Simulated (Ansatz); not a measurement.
Structure: an ordered 8-atom cell of AgGaS2 on the zincblende lattice (I-42d), at its r2SCAN minimum. The symmetry is I-42d (No. 122, tetragonal); a = 5.756 Å, c = 10.393 Å in the conventional setting, 21.52 Å³ an atom. Around Ag lie 4 S at 2.56 Å; around S lie 2 Ga at 2.29 Å and 2 Ag at 2.56 Å; around Ga lie 4 S at 2.29 Å.

```
CELL_PARAMETERS angstrom
-2.87784 2.87784 5.19660
2.87784 -2.87784 5.19660
2.87784 2.87784 -5.19660
ATOMIC_POSITIONS crystal
Ag 0.00000 0.00000 0.00000
S 0.37500 0.41431 0.53931
Ag 0.75000 0.25000 0.50000
S 0.16431 0.62500 0.03931
Ga 0.50000 0.50000 0.00000
S 0.87500 0.83569 0.46069
Ga 0.25000 0.75000 0.50000
S 0.58569 0.12500 0.96069
```

The questions ask for values computed with the plane-wave code Ansatz on this geometry. Simulation only: spin-unpolarised, and no claim that this is the phase found in nature.

Given (6×6×6 mesh): The PBE gap is direct at Γ: 1.09 eV.

Problem. How does the gap change from PBE to LDA (6×6×6)?

Solution. The LDA gap is direct at Γ: 0.87 eV. The gap differs by -0.22 eV from PBE's.

Problem. What does PBE0 give for the gap (4×4×4 mesh)?

Solution. The PBE0 gap is direct at Γ: 2.91 eV. The gap differs by +1.82 eV from PBE's.

Problem. Estimate the gap with Hartree-Fock on 4×4×4.

Solution. Hartree-Fock gives a direct gap of 9.08 eV at Γ. The gap differs by +7.99 eV from PBE's.

Problem. Order these levels by the gap that they give, smallest first.
A. Hartree-Fock
B. DDH-PBE0
C. PBE
D. HSE06
E. r2SCAN
F. PBE0
G. LDA

Solution. G (0.87 eV), C (1.09 eV), E (1.57 eV), B (2.10 eV), D (2.25 eV), F (2.91 eV), A (9.08 eV).

Problem. What are ε∞ and the Born charges with PBE?

Solution. The electronic dielectric tensor ε∞ is 7.17 along x and y, 6.83 along z. Born charges, averaged over directions: Ag +1.09, S -1.93, Ga +2.76 e.

Problem. Relaxed again with PBEsol, is the cell stable at the zone centre, and where do its optical modes lie?

Solution. All optical modes at Γ are real, from 35 to 352 cm⁻¹ without the longitudinal term; this says nothing of other wave vectors. With the long-range field the highest mode reaches 381 cm⁻¹. By the program's warning the force constants, and with them frequencies and ε⁰, aren't converged on this mesh.

Spin-orbit coupling is left out.

The meshes of the hybrids are coarse, so their gaps aren't converged to the digits shown.
